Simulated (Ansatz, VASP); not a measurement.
**Two plane-wave programs on K**

```
K
1.0
     4.86499    0.00000    0.00000
     0.00000    8.00353    0.00000
     0.00000    0.00000    7.62413
K
4
Direct
  0.50000 0.67776 0.25000
  0.50000 0.32224 0.75000
  0.00000 0.17776 0.25000
  0.00000 0.82224 0.75000
```

Change from the starting cell: uniaxial strain along a, b, c and atoms relaxed: +1.5 %.

Alike in both runs: functional PBE; k mesh 10 × 6 × 6; occupations gaussian, width 0.1 eV; no spin polarisation.

Ansatz relaxed the structure, and its values are those at the end. VASP's run is a single point on that final structure, the one shown.

|  | VASP | Ansatz |
| --- | --- | --- |
| version | VASP 6.6.1 | Ansatz 0.2.0 |
| potentials or method | VASP PAW PBE potentials, release 64 (K_sv) | scalar-relativistic, plane waves, PAW |
| plane-wave cutoff (eV) | 520 | 420 |
| valence electrons in the cell | 36 | 36 |

|  | VASP | Ansatz | Ansatz less VASP |
| --- | --- | --- | --- |
| gap on the k mesh at the Fermi level (eV) | none | none | - |
| pressure (GPa) | 0.0 | 0.0 | +0.01 |

A gap of «none» marks a metal or a gap that the smearing closes.
